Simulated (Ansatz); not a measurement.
**PbSe: distorted cells**

All numbers below come from Ansatz, DFT PBE, scalar-relativistic, plane waves, PAW.

Plane waves to 420 eV, a k mesh through Γ of 10×10×10 on the computed 2-atom cell and Gaussian smearing (0.05 eV); no spin polarisation.

Reference cell:

```yaml
crystal:
  lattice:
    - [0.00000, 3.06215, 3.06215]
    - [3.06215, 0.00000, 3.06215]
    - [3.06215, 3.06215, 0.00000]
  atoms:
    - { symbol: Pb, position: [0.00000, 0.00000, 0.00000] }
    - { symbol: Se, position: [0.50000, 0.50000, 0.50000] }
```

Each variant moves atoms of this cell by the vectors given, if any (Å), and then applies a symmetric strain (tensor components, Cartesian axes). The reference cell isn't relaxed at this level. Energies are per atom at zero smearing, counted from the lowest variant. Pressure is positive in compression.

1. strain (xx yy zz yz xz xy, %) -0.96 -0.96 -0.96 0.00 0.00 0.00
2. strain (xx yy zz yz xz xy, %) 1.64 1.64 1.64 0.00 0.00 0.00
3. strain (xx yy zz yz xz xy, %) -1.40 -1.40 1.60 0.00 0.00 0.00
4. strain (xx yy zz yz xz xy, %) -1.50 -1.50 -1.50 0.00 0.00 0.00
5. strain (xx yy zz yz xz xy, %) 2.02 2.02 3.52 0.00 0.00 -0.25; moves: Pb1 (0.000, 0.000, 0.060); Se2 (0.000, 0.000, -0.060)

```json
{"result": "A", "ΔE (meV/atom)": "22.3", "P (GPa)": "3.21", "largest force (eV/Å)": "0.00", "gap on mesh (eV)": "0.22"}
{"result": "B", "ΔE (meV/atom)": "4.0", "P (GPa)": "-1.08", "largest force (eV/Å)": "0.01", "gap on mesh (eV)": "0.61"}
{"result": "C", "ΔE (meV/atom)": "0.0", "P (GPa)": "-0.15", "largest force (eV/Å)": "0.00", "gap on mesh (eV)": "0.44"}
{"result": "D", "ΔE (meV/atom)": "25.9", "P (GPa)": "4.11", "largest force (eV/Å)": "0.00", "gap on mesh (eV)": "0.19"}
{"result": "E", "ΔE (meV/atom)": "39.0", "P (GPa)": "5.19", "largest force (eV/Å)": "0.00", "gap on mesh (eV)": "0.13"}
```

Which variant gave which result?

A is 3, B is 5, C is 2, D is 1, E is 4. The pressure falls as the cell grows: from the smallest volume to the largest the variants are 4, 1, 3, 2, 5.

Spin-orbit coupling is left out, which matters for the bands of heavy elements.